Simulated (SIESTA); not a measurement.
ZrC:

```xyz
2
Lattice="0.0000 2.3650 2.3650 2.3650 0.0000 2.3650 2.3650 2.3650 0.0000" Properties=species:S:1:pos:R:3 pbc="T T T"
Zr    2.3650    2.3650    2.3650
C     0.0000    0.0000    0.0000
```

Base run:

| Property | Result |
| --- | --- |
| Program | SIESTA 5.4.2 |
| Functional | vdW-DF-cx |
| Potentials or basis | PseudoDojo 0.4 standard (PBE files) |
| Basis | DZP (energy shift 0.003 Ry; two zetas on semicore shells) |
| Grid cutoff | 800 Ry |
| Energy shift | 0.003 Ry |
| k mesh | 10 × 10 × 10 |
| Occupations | fermi-dirac, width 0.05 eV |
| Spin | no spin polarisation |

Its results: band gap on the k mesh none (metal or under the smearing width); pressure -5.4 GPa.

Q: The run is repeated on the same cell with these changes: functional from vdW-DF-cx to PBE. What comes out?

A: Band gap on the k mesh none (metal or under the smearing width); pressure -0.9 GPa.

Caveats: the basis of atomic orbitals isn't converged, which shifts pressures, moduli and gaps; the potentials were made for another functional, which shifts forces and pressure (some runs).

Not every run made on this cell is shown here.
